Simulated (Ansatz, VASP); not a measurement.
## BAs in two plane-wave programs

One calculation is typed for both programs; each brings its own data sets and cutoff. How far apart do they land?

Calculated with Ansatz 0.2.0; plane waves, with VASP 6.6.1 beside it; relaxation of cell and atoms at LDA and relaxation of cell and atoms at PBE with D3(BJ).

## (1) The structure

Symmetry: F-43m, No. 216, cubic system. The conventional cell has a = 4.777 Å, b = 4.777 Å, c = 4.777 Å, α = 90.00°, β = 90.00°, γ = 90.00°. B has 4 As at 2.07 Å nearest. Nearest to As lie 4 B at 2.07 Å. Farther neighbours are not listed.

## (2) VASP: relaxation of cell and atoms, LDA

The relaxed volume is the usual yardstick between codes: its relative difference is about their pressure difference at one cell divided by the bulk modulus.

Lines of VASP's logs that name or quote its potential files are left out, and so is its time.

The input, INCAR:

```
SYSTEM = BAs
PREC = Accurate
ENCUT = 520
EDIFF = 1E-06
NELM = 100
ISMEAR = -1
SIGMA = 0.05
LREAL = .FALSE.
ALGO = Normal
GGA = CA
NBANDS = 10
LORBIT = 11
LWAVE = .FALSE.
LCHARG = .FALSE.
KPAR = 2
IBRION = 2
NSW = 60
ISIF = 3
EDIFFG = -0.01
```

The input, POSCAR:

```
BAs
1.0
    0.0000000000      2.3885000000      2.3885000000
    2.3885000000      0.0000000000      2.3885000000
    2.3885000000      2.3885000000      0.0000000000
B As
1 1
Direct
    0.0000000000      0.0000000000      0.0000000000
    0.2500000000      0.2500000000      0.2500000000
```

The input, KPOINTS:

```
Automatic mesh
0
Gamma
8 8 8
0 0 0
```

The projector-augmented-wave data sets are B and As (PBE family, release 64).

Command:

```console
mpirun -np 2 vasp_std
```

Numbers of over 12 decimals in the logs are rounded to 6 here.

Output:

```text
[banner, memory and clock lines left out]
running    2 mpi-ranks, on    1 nodes
 distrk:  each k-point on    1 cores,    2 groups
 distr:  one band on    1 cores,    1 groups

 POSCAR found type information on POSCAR B As
 POSCAR found :  2 types and       2 ions
|                                                                             |
|               ----> ADVICE to this user running VASP <----                  |
|                                                                             |
|     You enforced a specific xc type in the INCAR file but a different       |
|     [... a line on the potential file left out ...]
|     I HOPE YOU KNOW WHAT YOU ARE DOING!                                     |
|                                                                             |

 LDA part: xc-table for (Slater(with rela. corr.)+CA(PZ))
 , standard interpolation
 POSCAR, INCAR and KPOINTS ok, starting setup
 FFT: planning ... GRIDC
 FFT: planning ... GRID_SOFT
 FFT: planning ... GRID
 WAVECAR not read
 entering main loop
       N       E                     dE             d eps       ncg     rms          rms(c)
DAV:   1     0.103614409212E+02    0.10361E+02   -0.37859E+03   580   0.701E+02
DAV:   2    -0.128451335427E+02   -0.23207E+02   -0.22076E+02   776   0.108E+02
DAV:   3    -0.134778214302E+02   -0.63269E+00   -0.63145E+00   700   0.173E+01
DAV:   4    -0.134795033021E+02   -0.16819E-02   -0.16818E-02   680   0.100E+00
DAV:   5    -0.134795060410E+02   -0.27389E-05   -0.27395E-05   716   0.416E-02    0.479E+00
DAV:   6    -0.128992778682E+02    0.58023E+00   -0.15386E+00   624   0.539E+00    0.233E+00
DAV:   7    -0.128192566319E+02    0.80021E-01   -0.17961E-01   692   0.228E+00    0.899E-01
DAV:   8    -0.128068607457E+02    0.12396E-01   -0.23818E-02   640   0.849E-01    0.104E-01
DAV:   9    -0.128068982583E+02   -0.37513E-04   -0.60277E-04   660   0.168E-01    0.594E-02
DAV:  10    -0.128069040574E+02   -0.57991E-05   -0.86268E-05   634   0.558E-02    0.124E-02
DAV:  11    -0.128069048303E+02   -0.77292E-06   -0.11232E-06   642   0.842E-03
   1 F= -.12806905E+02 E0= -.12806905E+02  d E =-.128069E+02
 curvature:   0.00 expect dE= 0.000E+00 dE for cont linesearch  0.000E+00
 trial: gam= 0.00000 g(F)=  0.105E-49 g(S)=  0.134E-01 ort = 0.000E+00 (trialstep = 0.100E+01)
 search vector abs. value=  0.134E-01
 bond charge predicted
       N       E                     dE             d eps       ncg     rms          rms(c)
DAV:   1    -0.128183698266E+02   -0.11466E-01   -0.27698E-01   628   0.339E+00    0.521E-01
DAV:   2    -0.128110917482E+02    0.72781E-02   -0.11835E-02   614   0.585E-01    0.258E-01
DAV:   3    -0.128087703363E+02    0.23214E-02   -0.46528E-03   614   0.324E-01    0.843E-02
DAV:   4    -0.128086255598E+02    0.14478E-03   -0.21478E-04   668   0.857E-02    0.533E-02
DAV:   5    -0.128086124393E+02    0.13121E-04   -0.17094E-05   688   0.244E-02    0.241E-02
DAV:   6    -0.128086119133E+02    0.52604E-06   -0.11654E-06   464   0.621E-03
   2 F= -.12808612E+02 E0= -.12808612E+02  d E =-.170708E-02
 trial-energy change:   -0.001707  1 .order   -0.001519   -0.013353    0.010316
 step:   0.5758(harm=  0.5642)  dis= 0.00000  next Energy=   -12.810785 (dE=-0.388E-02)
 bond charge predicted
       N       E                     dE             d eps       ncg     rms          rms(c)
DAV:   1    -0.128125645300E+02   -0.39521E-02   -0.49184E-02   630   0.141E+00    0.219E-01
DAV:   2    -0.128112494172E+02    0.13151E-02   -0.22092E-03   616   0.250E-01    0.108E-01
DAV:   3    -0.128108372155E+02    0.41220E-03   -0.81492E-04   614   0.136E-01    0.332E-02
DAV:   4    -0.128108092911E+02    0.27924E-04   -0.41156E-05   672   0.372E-02    0.212E-02
DAV:   5    -0.128108071170E+02    0.21740E-05   -0.28425E-06   632   0.998E-03    0.974E-03
DAV:   6    -0.128108070241E+02    0.92914E-07   -0.20087E-07   326   0.258E-03
   3 F= -.12810807E+02 E0= -.12810807E+02  d E =-.390219E-02
 curvature:  -0.28 expect dE=-0.126E-09 dE for cont linesearch -0.126E-09
 trial: gam= 0.00000 g(F)=  0.433E-47 g(S)=  0.448E-09 ort =-0.245E-05 (trialstep = 0.915E+00)
 search vector abs. value=  0.548E-09
 reached required accuracy - stopping structural energy minimisation
```

OUTCAR, selected parts (step 2):

```text
ion  position               nearest neighbor table
   1  0.000  0.000  0.000-   2 2.07   2 2.07   2 2.07   2 2.07
   2  0.250  0.250  0.250-   1 2.07   1 2.07   1 2.07   1 2.07

  LATTYP: Found a face centered cubic cell.
 ALAT       =     4.7770000000

 Subroutine GETGRP returns: Found 24 space group operations
 (whereof 24 operations were pure point group operations)

The static configuration has the point symmetry T_d .

 Found     29 irreducible k-points:

   k-points           NKPTS =     29   k-points in BZ     NKDIM =     29   number of bands    NBANDS=     10

   dimension x,y,z NGX =    28 NGY =   28 NGZ =   28
   dimension x,y,z NGXF=    56 NGYF=   56 NGZF=   56

   ENCUT  =  520.0 eV  38.22 Ry    6.18 a.u.   6.28  6.28  6.28*2*pi/ulx,y,z

   NELECT =       8.0000    total number of electrons

 k-points in reciprocal lattice and weights: Automatic mesh
   0.00000000  0.00000000  0.00000000       0.002
   0.12500000  0.00000000  0.00000000       0.016
   0.25000000  0.00000000  0.00000000       0.016
   0.37500000  0.00000000  0.00000000       0.016
   0.50000000  0.00000000  0.00000000       0.008
   0.12500000  0.12500000  0.00000000       0.012
   0.25000000  0.12500000  0.00000000       0.047
   0.37500000  0.12500000  0.00000000       0.047
   0.50000000  0.12500000  0.00000000       0.047
[...]
-0.37500000  0.50000000  0.12500000       0.023
  -0.25000000  0.50000000  0.25000000       0.012

 average (electrostatic) potential at core
       1 -26.6442       2 -48.2982

 E-fermi :   6.6141

 k-point     1 :       0.0000    0.0000    0.0000
  band No.  band energies     occupation
      1      -9.4760      2.00000
      2       6.0722      1.99996
      3       6.0722      1.99996
      4       6.0722      1.99996
      5       9.3460      0.00000
      6       9.3460      0.00000
      7       9.3460      0.00000
      8      11.0203      0.00000
      9      15.5203      0.00000
    ...

 k-point     2 :       0.1250    0.0000    0.0000
  band No.  band energies     occupation
      1      -9.2162      2.00000
      2       4.0978      2.00000
      3       5.6242      2.00000
      4       5.6242      2.00000
      5       9.5118      0.00000
      6       9.9329      0.00000
      7       9.9329      0.00000
      8      12.2127      0.00000
      9      16.4878      0.00000
    ...

 k-point     3 :       0.2500    0.0000    0.0000
  band No.  band energies     occupation
      1      -8.4593      2.00000
      2       1.0882      2.00000
      3       4.9016      2.00000
      4       4.9016      2.00000
      5       9.2266      0.00000
      6      10.7347      0.00000
      7      10.7347      0.00000
      8      14.0184      0.00000
      9      17.2790      0.00000
    ...

  Total        0.0000787      0.0000787      0.0000787      0.0000000      0.0000000      0.0000000
  in kB        0.0047081      0.0047081      0.0047081      0.0000000      0.0000000      0.0000000
  external PRESSURE =       0.0047081 kB  Pullay stress =       0.0000000 kB

  energy-cutoff  :      520.00
  volume of cell :       26.77
      direct lattice vectors                 reciprocal lattice vectors
    -0.000000000  2.374248803  2.374248803    -0.210592925  0.210592925  0.210592925
     2.374248803  0.000000000  2.374248803     0.210592925 -0.210592925  0.210592925
     2.374248803  2.374248803 -0.000000000     0.210592925  0.210592925 -0.210592925

 POSITION                                       TOTAL-FORCE (eV/Angst)
 -----------------------------------------------------------------------------------
      0.00000      0.00000     -0.00000        -0.000000     -0.000000     -0.000000
      1.18712      1.18712      1.18712         0.000000      0.000000      0.000000
 -----------------------------------------------------------------------------------
    total drift:                               -0.000000     -0.000000     -0.000000

  FREE ENERGIE OF THE ION-ELECTRON SYSTEM (eV)
  ---------------------------------------------------
  free  energy   TOTEN  =       -12.8108070241 eV

  energy  without entropy=      -12.8108067425  energy(sigma->0) =      -12.81080688

 reached required accuracy - stopping structural energy minimisation

 total charge
# of ion       s       p       d       tot
------------------------------------------
    1        0.647   1.196   0.000   1.842
    2        1.180   1.687   0.090   2.958
--------------------------------------------------
tot          1.827   2.883   0.090   4.800

[... 3 further parts left out ...]
```

CONTCAR:

```
BAs
   1.00000000000000
    -0.0000000000000000    2.3742488029032751    2.3742488029032751
     2.3742488029032751    0.0000000000000000    2.3742488029032751
     2.3742488029032751    2.3742488029032751   -0.0000000000000000
  B               As
     1     1
Direct
     0.0000000000000000    0.0000000000000000    0.0000000000000000
     0.2500000000000000    0.2500000000000000    0.2500000000000000
```

The gap is read on the k-mesh alone, so it is an upper bound where the band edges lie off the mesh. The PAW data sets were made with PBE, though LDA sets exist; this is a small mismatch.

## (3) Ansatz: relaxation of cell and atoms, LDA

Ansatz runs on its default PAW (the set named soft_2) files.

The same cell, functional (in two slightly different forms), mesh and smearing now go to Ansatz, which takes its cutoff from its data sets.

The input, input.yaml:

```yaml
crystal:
  lattice:
    - [0.0, 2.3885, 2.3885]
    - [2.3885, 0.0, 2.3885]
    - [2.3885, 2.3885, 0.0]
  atoms:
    - { symbol: B, position: [0.0, 0.0, 0.0] }
    - { symbol: As, position: [0.25, 0.25, 0.25] }
hamiltonian:
  xc: lda
  pseudopotentials: { kind: paw }
kpoints:
  mp_grid: { grid: [8, 8, 8] }
scf:
  occupations: { method: fermi_dirac, width: 0.05 }
relax:
  f_tol: 0.01
  max_steps: 60
  cell: { stress_tol: 0.05 }
output:
  forces: true
  stress: true
```

Command:

```console
ansatz run input.yaml --threads 4 --pin off --max-ram 9216MiB --backend cpu --events-out ev --progress --plain --runs-dir out
```

Output:

```text
Engine: ansatz 0.2.0, x86_64-unknown-linux-gnu
Pseudopotentials: kind: paw
Pseudopotential: B, paw, valence charge 3, recommended cutoff 420 eV (normal), B.paw.azcp
Pseudopotential: As, paw, valence charge 15, recommended cutoff 420 eV (normal), As.paw.azcp
Functional definition: SPW92
  exchange = slater_x
  correlation = pw_c
Crystal: 2 atoms, lattice volume = 27.252 Å³
Basis set: ecut = 420 eV, 531 PW (Γ)
Bands: 13, of which v1, the nominal top of the filled ones, is band 9 counted from 1 (8 counted from 0)
Symmetry: 24 space group operations
Space group: F-43m (ITA 216), of the structure as read, at distance tolerance 3.0e-5 Å
k-points: 29 of 512 (time reversal used)
Non-local potential: B, projectors of the file, l = 0: 2, l = 1: 2, l = 2: 1
Non-local potential: As, projectors of the file, l = 0: 2, l = 1: 2, l = 2: 3, l = 3: 1
PAW form: soft (Blöchl's): semilocal exchange-correlation on the pseudo side does not see the compensation charge
PAW frozen core: B, regenerated for the run's functional, and the local potential with it (the file was generated under x = pbe(κ = 0.804, μ = 0.219515), c = pbe(β = 0.066725))
PAW frozen core: As, regenerated for the run's functional, and the local potential with it (the file was generated under x = pbe(κ = 0.804, μ = 0.219515), c = pbe(β = 0.066725))
PAW one-centre angular grid: B, 110 points (default); XC on 64 Gauss nodes
PAW one-centre angular grid: As, 590 points (default); XC on 64 Gauss nodes
Initial density: superposition of atomic densities (neutral atoms: chi_scale 0, normalization atom), corrected by the library's trained network
Initial wavefunctions: pseudopotential atomic-orbital guess
Functional: x = slater, c = lda
SCF iter   1: F=—  HF=-4923.521730 eV  |F-HF|=—  |Δ(HF+E_count)|=         —  Δρ=7.12e-3  dr2=1.39e-2  ethr=1.77e-3  ⟨swp⟩=5.6  Hψ=2136  notcnv=0
preconditioner: auto → none  [insulator: Δε(μ)=1.139 eV  Ē_g=12.351 eV  σ=0.050 eV  W_gap=1.00  n_scr=8 (ndim 8)  ℏωp=20.1 eV  f_vac=0.001  D(μ)=0.00/eV (n_scr^D=0)  ε∞_Penn≈3.7]
SCF iter   2: F=—  HF=-4923.517340 eV  |F-HF|=—  |Δ(HF+E_count)|=   4.39e-3  Δρ=2.16e-3  dr2=7.48e-4  ethr=7.75e-5  ⟨swp⟩=2.0  Hψ=744  notcnv=0
SCF iter   3: F=—  HF=-4923.517010 eV  |F-HF|=—  |Δ(HF+E_count)|=   3.30e-4  Δρ=1.05e-3  dr2=1.27e-4  ethr=4.16e-6  ⟨swp⟩=2.0  Hψ=636  notcnv=0
SCF iter   4: F=—  HF=-4923.516985 eV  |F-HF|=—  |Δ(HF+E_count)|=   2.48e-5  Δρ=3.67e-4  dr2=1.42e-5  ethr=7.06e-7  ⟨swp⟩=1.0  Hψ=377  notcnv=0
SCF iter   5: F=—  HF=-4923.516982 eV  |F-HF|=—  |Δ(HF+E_count)|=   2.80e-6  Δρ=5.87e-5  dr2=3.82e-7  ethr=7.87e-8  ⟨swp⟩=2.2  Hψ=621  notcnv=0
SCF iter   6: F=-4923.516982 eV  HF=-4923.516982 eV  |F-HF|=4.16e-10  |Δ(HF+E_count)|=   6.10e-9  Δρ=5.04e-6  dr2=2.46e-9  ethr=5.56e-10  ⟨swp⟩=4.0  Hψ=1130  notcnv=0
SCF 1 converged in 6 iterations: F = -4923.516982 eV  dr2 = 2.46e-9
  greatest PAW one-centre occupation: 0.999 electrons in one spin orbital (limit 2), on the As atom at site 1 (counted from 0), in its partial waves of l = 2
relax step   1: F+E_penalty+E_count = -4923.51698215 eV  Δ(F+E_penalty+E_count) = +0.000e0 eV  max|allowed force component| = 2.957e-16 eV/Å  Δτ_max = 0.0000 Å  P = -3.928 GPa  Ω = 27.252 Å³  (6 SCF iters, dr2 threshold 1.00e-7 eV, accepted)
[...]
relax step   2: F+E_penalty+E_count = -4923.52619438 eV  Δ(F+E_penalty+E_count) = -9.212e-3 eV  max|allowed force component| = 6.187e-17 eV/Å  Δτ_max = 0.0000 Å  P = -1.088 GPa  Ω = 26.695 Å³  energy of the carried Pulay correction = +3.984e-4 eV  (5 SCF iters, dr2 threshold 2.00e-7 eV, accepted)
[...]
relax step   3: F+E_penalty+E_count = -4923.52702133 eV  Δ(F+E_penalty+E_count) = -8.270e-4 eV  max|allowed force component| = 6.852e-17 eV/Å  Δτ_max = 0.0000 Å  P = +0.049 GPa  Ω = 26.487 Å³  energy of the carried Pulay correction = +5.488e-4 eV  (5 SCF iters, dr2 threshold 2.00e-7 eV, accepted)
[...]
relax step   4: F+E_penalty+E_count = -4923.52651765 eV  Δ(F+E_penalty+E_count) = +5.037e-4 eV  max|allowed force component| = 8.854e-17 eV/Å  Δτ_max = 0.0000 Å  P = +0.030 GPa  Ω = 26.487 Å³  stress off target by 2.95e-2 GPa  SCF on the basis re-selected at this cell (its energy is not comparable with the rows above)  (5 SCF iters)
basis re-selected at this cell: Δ(F+E_penalty+E_count) = +5.037e-4 eV, ΔP = -0.020 GPa vs the last step (what re-selecting the basis moved, of the pressure what is left beyond the Pulay correction that the steps carried, after the strain that the cell walked since its last selection, with what the two solves' SCF thresholds leave and, on support functions, any second-order correction that the steps lacked; it is no m [...]
SCF converged after 5 iterations
Free energy (F): -4923.526518 eV
Harris-Foulkes:  -4923.526518 eV  (|F-HF|=2.73e-12)
Internal energy: -4923.526517 eV  (E = F + TS)
E sigma→0 (E₀):  -4923.526518 eV
Entropy (-TS):   -0.000000 eV (-0.000 meV/atom)
Fermi energy:    11.842418 eV
--- Per-component energies (eV) ---
  E_band       = -209.318664
  E_kinetic    = 153.895914
  E_local      = -1678.003331  (includes V_loc(G=0)·N_el)
  E_nonlocal   = -651.916291
  E_hartree    = 932.022313
  E_xc         = -111.544752
  E_vxc        = -118.516728  (∫ρ·V_xc dr)
  E_paw        = -1827.867103  (= ΣΔE_a)
  E_vpaw       = 221.177198  (= ΣTr[D̂ρ^β])
  E_aug_tail   = 0.000006  (compensation charges beyond the density's cutoff)
  E_ewald      = -1742.234337
  E_core_change = 2.121064  (= ΣΔE_core)
  E_smearing   = -0.000000  (= −TS)
  E_closure    = -0.000000  (closes the sum)
  Σ components = -4923.526518   (vs F -4923.526518, Δ=0.00e0)
--- Forces (eV/Å), atoms counted from 1 ---
  atom   1  B      0.00000000     0.00000000    -0.00000000
  atom   2  As    -0.00000000    -0.00000000    -0.00000000
  max |Σ_I F_I| component: 1.56e-16 eV/Å
--- Stress (GPa, compression-positive) ---
        0.029550      -0.000000      -0.000000
       -0.000000       0.029550       0.000000
       -0.000000       0.000000       0.029550
  P = ⅓ Tr σ = 0.0295 GPa (0.295 kbar)
--- Relaxed structure (3 steps of the walk, 3 accepted, 1 SCFs on fresh bases) ---
  F+E_penalty+E_count = -4923.52651765 eV   max|allowed force component| = 8.854e-17 eV/Å   (the final SCF, on the basis selected at the relaxed cell)
  cell:  # Å, volume = 26.4874 Å³
    - [0, 2.365935, 2.365935]
    - [2.365935, 0, 2.365935]
    - [2.365935, 2.365935, 0]
  atoms:
    - { symbol: B, position: [0, 0, 0] }
    - { symbol: As, position: [0.25, 0.25, 0.25] }
```

Run time: 1 s. Hardware: 4 threads of Intel Xeon 6975P-C (Granite Rapids), shared host; peak memory 0.37 GiB; 2.9 s of CPU time.

## (4) Differences

Known differences besides the potentials themselves: the two LDA forms differ slightly; both relaxations stop at a tolerance, which leaves soft axes loose, and VASP keeps its plane-wave basis; the data sets hold 18 valence electrons in Ansatz (default PAW (the set named soft_2) files) and 8 in VASP; the cutoff is 420 eV in Ansatz and 520 eV in VASP; Ansatz makes its cores anew for this functional, VASP keeps those of its PBE data sets; VASP's log shows a relativistic correction to its local exchange, Ansatz's none; Ansatz adds a Pulay correction to the stress that steers its cell, VASP none. Total energies have different zeros and are not compared.

Both answers:

```
                                         quantity  Ansatz   VASP  difference
                                      volume (Å³)   26.49  26.77     -1.05 %
edge a after relaxation, in the typed setting (Å)   3.346  3.358     -0.35 %
```

The walks stopped with 0.03 GPa left in Ansatz and 0.00 GPa in VASP; each walk ends within a tolerance, so the volume difference is uncertain by about these residues over the bulk modulus, most in soft cells.

(Continued in part 2 of 2.)

[Lines on the potential files, build, host, timing and source positions are cut from VASP's logs without a mark.]

[Logs are printed without paths, hosts, clocks, repeated set-up lines and the standing remarks that a program may print on its own settings, such as how far it seeks lower states.]

[Hosts, paths, dates, database ids (printed as entryN), source tags and the programs' standing remarks are cut or masked in the printed files.]

[VASP's PBE data sets in a run with another functional are called a small mismatch above; for pressures it isn't always small: they can move by 1 GPa and more.]
